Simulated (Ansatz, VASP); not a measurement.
# Si2C: VASP beside Ansatz

```
CELL_PARAMETERS angstrom
2.75154 0.00000 0.00000
-1.37577 2.38290 0.00000
0.00000 0.00000 10.70234
ATOMIC_POSITIONS crystal
Si 0.33333 0.66667 0.62750
Si 0.66667 0.33333 0.12750
Si 0.33333 0.66667 0.87250
Si 0.66667 0.33333 0.37250
C 0.33333 0.66667 0.25000
C 0.66667 0.33333 0.75000
```

Alike in both runs: task single point; functional PBE; k mesh 6 × 6 × 2; occupations gaussian, width 0.1 eV; no spin polarisation.

|  | VASP | Ansatz |
| --- | --- | --- |
| version | VASP 6.6.1 | Ansatz 0.2.0 |
| potentials or method | VASP PAW PBE potentials, release 64 (Si, C) | scalar-relativistic, plane waves, PAW |
| plane-wave cutoff (eV) | 520 | 420 |
| valence electrons in the cell | 24 | 24 |

```csv
,VASP,Ansatz,Ansatz less VASP
gap on the k mesh at the Fermi level (eV),none,none,-
pressure (GPa),1.7,1.6,-0.05
largest component of the traceless stress (GPa),26.12,25.93,-0.192
rms of the force components (eV/Å),0.945,0.936,-0.0087
```

Atom by atom the forces differ by 0.009 eV/Å (rms over components). A gap of «none» marks a metal or a gap that the smearing closes.

Caveats: the k mesh is coarse (spacing up to 0.44 Å⁻¹), so the values aren't converged; forces of over 1 eV/Å show positions far from the minimum, so gaps and moduli don't describe the material at rest.
